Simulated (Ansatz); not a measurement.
The system is Na.

```
Na
1.0
    -2.14100    2.14100    2.14100
     2.14100   -2.14100    2.14100
     2.14100    2.14100   -2.14100
Na
1
Direct
  0.00000 0.00000 0.00000
```

```yaml
Program: Ansatz 0.2.0
Task: relaxation of cell and atoms
Functional: PBEsol
Potentials_or_basis: Ansatz PAW
Cutoff: "420 eV (not typed: the program's choice for these potentials)"
k_mesh: 9 × 9 × 9
Occupations: fermi-dirac, width 0.05 eV
Spin: no spin polarisation
```

At the start: volume 39.26 Å³/atom.

Question: Where does the relaxation end?

Answer: It ends after 5 steps and the volume is 36.23 Å³/atom (-7.7 %); space group Im-3m (No. 229, to 0.05 Å).

Step by step:
| step | energy change (eV) | largest force (eV/Å) | volume (Å³) |
| --- | --- | --- | --- |
| 1 | 0.0000 | 0.0000 | 39.26 |
| 2 | -0.0017 | 0.0000 | 38.73 |
| 3 | -0.0055 | 0.0000 | 35.92 |
| 4 | -0.0056 | 0.0000 | 36.23 |
| 5 | -0.0055 | 0.0000 | 36.23 |

Final structure:
```
Na
1.0
    -2.08456    2.08456    2.08456
     2.08456   -2.08456    2.08456
     2.08456    2.08456   -2.08456
Na
1
Direct
  0.00000 0.00000 0.00000
```

Caveat: the plane-wave basis is chosen anew once the cell has moved, so the energies of steps on either side of that aren't comparable; the PAW data sets come from PBE, with cores solved anew for the run's functional, which leaves a small shift of forces and pressure.
